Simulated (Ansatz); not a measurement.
A Si cell: a random packing after short dynamics, relaxed.

```
Si
1.0
     8.60651   -0.06137    0.35937
    -0.05354    7.90801   -0.13068
     0.34808   -0.09509    7.04582
Si
24
Direct
  0.02583 0.70876 0.09025
  0.09997 0.32372 0.77117
  0.20183 0.84204 0.86517
  0.39595 0.95769 0.39201
  0.79170 0.60947 0.63102
  0.32421 0.36507 0.15941
  0.50055 0.19667 0.57775
  0.80114 0.08874 0.02816
  0.14395 0.55902 0.31831
  0.50211 0.60327 0.67797
  0.54919 0.74609 0.21095
  0.53672 0.44435 0.32123
  0.27402 0.72704 0.55408
  0.76859 0.36308 0.14952
  0.07520 0.09032 0.96363
  0.01721 0.15304 0.51614
  0.90293 0.51127 0.90179
  0.91254 0.40694 0.41299
  0.65102 0.03010 0.76714
  0.80168 0.85962 0.22712
  0.47181 0.82516 0.91049
  0.20213 0.10982 0.25191
  0.84090 0.90659 0.54996
  0.36215 0.37067 0.81599
```

These are results of Ansatz 0.2.0, DFT PBE, scalar-relativistic, plane waves, PAW, not measurements.

Settings: cutoff 420 eV, Γ-centred mesh 4×4×5 on the computed 24-atom cell, Gaussian smearing of 0.10 eV; no spin polarisation.

Question: Describe its local order.

Answer: Counting as bonded all pairs within 1.2 times the summed covalent radii:

| atom → neighbour | mean count | mean length (Å) | spread (Å) |
| --- | --- | --- | --- |
| Si → Si | 3.92 | 2.38 | 0.05 |

Angles between all pairs of such bonds at an atom (mean ± spread): 109 ± 13° at Si.

Question: Does it have a gap?

Answer: It has a gap on the mesh of 0.34 eV. Levels at Γ next to the Fermi level (eV from it): -1.16, -0.96, -0.88, -0.52, -0.46, -0.39, 0.58, 1.14, 1.22, 1.41, 1.55, 1.75. It lies 0.22 eV/atom above the elements' standard states (static lattices, no corrections for gases).

The final mesh leaves forces up to 0.12 eV/Å and stresses up to 0.3 GPa: the relaxation ran on a coarser mesh, so the cell's shape, its bonds and its energy belong partly to that mesh.

An odd mesh misses points on the zone edge, so a gap read on it can be too wide.

Cost: 2 runs of about 5.7 core-minutes in all (earlier runs that led there not counted), on Intel Xeon 6975P-C (Granite Rapids) (shared hosts).